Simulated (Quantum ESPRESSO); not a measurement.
## Zr in Quantum ESPRESSO: the effect of target pressure

Crystal: Zr.

```
Zr
1.0
     3.23200    0.00000    0.00000
    -1.61600    2.79899    0.00000
     0.00000    0.00000    5.14700
Zr
2
Direct
  0.66667 0.33333 0.75000
  0.33333 0.66667 0.25000
```

Alike in all runs:

| Item | Value |
| --- | --- |
| Program | Quantum ESPRESSO 7.5 |
| Task | relaxation of cell and atoms |
| Functional | PBEsol |
| Potentials or basis | SSSP 1.3 efficiency PBE |
| Cutoff | 857 eV |
| Density cutoff | 6884 eV |
| k mesh | 9 × 9 × 5 |
| Occupations | fermi-dirac, width 0.05 eV |
| Spin | no spin polarisation |

Each run relaxes the cell or the atoms first.

| target pressure | relaxed volume (Å³/atom) |
| --- | --- |
| 0 GPa | 22.48 |
| 2 GPa | 22.05 |
| 5 GPa | 21.44 |
| 10 GPa | 20.55 |
| 20 GPa | 19.16 |
| 30 GPa | ? |

Task: What does the run with target pressure 30 GPa give?

Result: Relaxed volume 18.10 Å³/atom.

Worked out: In Murnaghan's law V^(-B') rises as a straight line in P. The other rows fit best with B' = 3.0, V0 = 22.49 Å³/atom and B0 = 97 GPa, which gives 18.07 Å³/atom at 30 GPa, against the run's 18.10.

Caveats: the potentials were made for another functional, which shifts forces and pressure; the volume moved by over 15 % at a fixed basis, so the end points are rough (some runs).

Runs at the PBE level aren't shown here.
